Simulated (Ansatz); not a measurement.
Si under changes of volume

One of the cells (20.165 Å³/atom); the others are scaled copies at fixed shape and fractional positions:

```
CELL_PARAMETERS angstrom
0.00000 2.72185 2.72185
2.72185 0.00000 2.72185
2.72185 2.72185 0.00000
ATOMIC_POSITIONS crystal
Si 0.50000 0.50000 0.50000
Si 0.75000 0.75000 0.75000
```

| Property | Result |
| --- | --- |
| Program | Ansatz 0.2.0 |
| Functional | revPBE |
| Potentials or basis | Ansatz PAW |
| Cutoff | 420 eV (not typed: the program's choice for these potentials) |
| k mesh | 8 × 8 × 8 |
| Occupations | fermi-dirac, width 0.05 eV |
| Spin | no spin polarisation |

```tsv
volume (Å³/atom)	energy over the lowest point (meV/atom)	pressure (GPa)	gap on the mesh (eV)
18.955	47.40	9.3	0.55
19.358	27.14	6.8	0.59
19.761	12.86	4.6	0.63
20.165	3.99	2.5	0.67
20.568	0.00	0.7	0.70
20.971	0.41	-1.0	0.73
21.375	?	?	?
```

Question: What does the run at 21.375 Å³/atom give?

Answer: Energy over the lowest point 4.79 meV/atom; pressure -2.5 GPa; gap on the mesh 0.76 eV.

Worked out: A Birch-Murnaghan fit of order 3 (a polynomial in V^(-2/3)) to the other rows has its minimum at 20.73 Å³/atom with B0 = V·E''(V) = 86 GPa and B' = 4.3. It gives 4.80 meV/atom at 21.375 Å³/atom, against the run's 4.79, and -dE/dV = -2.5 GPa, against -2.5. A straight line through the other rows of the gap, of slope 1.8 eV per unit of ln V, extrapolates to 0.77 eV, against the run's 0.76.

Energies are extrapolated to zero smearing.

Caveats: the PAW data sets come from PBE, with cores solved anew for the run's functional, which leaves a small shift of forces and pressure.

A mesh can miss the band edges.
